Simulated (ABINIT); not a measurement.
BaZrO3:

```
Ba Zr O
1.0
     4.19134    0.00000    0.00000
     0.00000    4.19134    0.00000
     0.00000    0.00000    4.19134
Ba Zr O
1 1 3
Cartesian
  0.0000 0.0000 0.0000
  2.0957 2.0957 2.0957
  2.0957 2.0957 0.0000
  2.0957 0.0000 2.0957
  0.0000 2.0957 2.0957
```

Base run:

| Property | Result |
| --- | --- |
| Program | ABINIT 10.8.3 (patched build) |
| Functional | PBE |
| Potentials or basis | JTH PAW PBE v2.0 |
| Cutoff | 626 eV |
| k mesh | 6 × 6 × 6 |
| Occupations | fermi-dirac, width 0.05 eV |
| Spin | no spin polarisation |

Its results: band gap on the k mesh 3.20 eV, indirect (least direct gap 3.42 eV); pressure 4.4 GPa.

Q: The run is repeated on the same cell with these changes: functional from PBE to LDA; potentials or basis from JTH PAW PBE v2.0 to JTH PAW LDA v2.0. What comes out?

A: Band gap on the k mesh 3.08 eV, indirect (least direct gap 3.30 eV); pressure -4.7 GPa.

Caveats: this set's barium file shifts pressures by 1.5 GPa and gaps by 0.1 eV against other sets; spin-orbit coupling is left out, which moves the levels of the heavy elements.
